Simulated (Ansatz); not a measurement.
Take a crystal in which Mg has been replaced by Zn on all its sites, with the cell rescaled by a rough guess (in some cases also distorted within its space group) and nothing relaxed:

```
Zn
1.0
     2.88900    0.00000    0.00000
    -1.44450    2.50195    0.00000
     0.00000    0.00000    5.12138
Zn
2
Direct
  0.33333 0.66667 0.25000
  0.66667 0.33333 0.75000
```

These are results of DFT PBE, scalar-relativistic, plane waves, PAW (Ansatz), not measurements.

Plane waves to 420 eV, a k mesh through Γ of 18×18×8 on the computed 2-atom cell and Gaussian smearing (0.10 eV); no spin polarisation.

(1) What pressure does the cell carry?

(2) Is it a metal on this mesh?

Results:

(1) The pressure is -8.5 GPa (positive in compression), so the cell would contract.

(2) Yes, a band crosses the Fermi level.